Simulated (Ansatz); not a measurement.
Level of theory: DFT PBE, scalar-relativistic, plane waves, PAW in Ansatz. Settings: cutoff 420 eV, Γ-centred meshes spaced at most about 0.3 Å⁻¹, and about 0.25 Å⁻¹ or finer for metals (2π included), Gaussian smearing. No spin polarisation.

Temperature and zero-point effects are left out.

Question: Order these relaxed structures of GaSe4 by energy, lowest first, with the energy over the lowest of them.
A. Space group P-42_1c (No. 114), tetragonal, a = 5.340 Å, c = 9.745 Å. Ga has 4 Se at 2.48 Å; Se is surrounded by 1 Se at 2.38 Å and 1 Ga at 2.48 Å.
B. Space group P4/mcc (No. 124), tetragonal, a = 5.822 Å, c = 7.076 Å. Around Ga lie 8 Se at 2.86 Å; Se is surrounded by 1 Se at 2.35 Å and 2 Ga at 2.86 Å.

Answer: A (0 meV/atom), B (123 meV/atom). Counting Se atoms around Ga (those within 1.25 times the shortest such distance or 1.15 times the sum of covalent radii; the shortest distance is added where it is long for a bond): A has Ga 4; B has Ga 8 from 2.9 Å. A and B both hold Se–Se pairs. Both come from invented guesses. The lowest form computed isn't among them: it has space group P-3m1 (No. 164), 27.3 Å³/atom and lies 22 meV/atom below the best shown.

No dispersion correction is applied, so the spacing and binding between layers, chains or molecules are poorly described (P-42_1c), and this can change margins and order among such cells. Cells relaxed within their symmetry can be saddle points. Some candidate types were left out of the draw beforehand, so a known form may be missing.
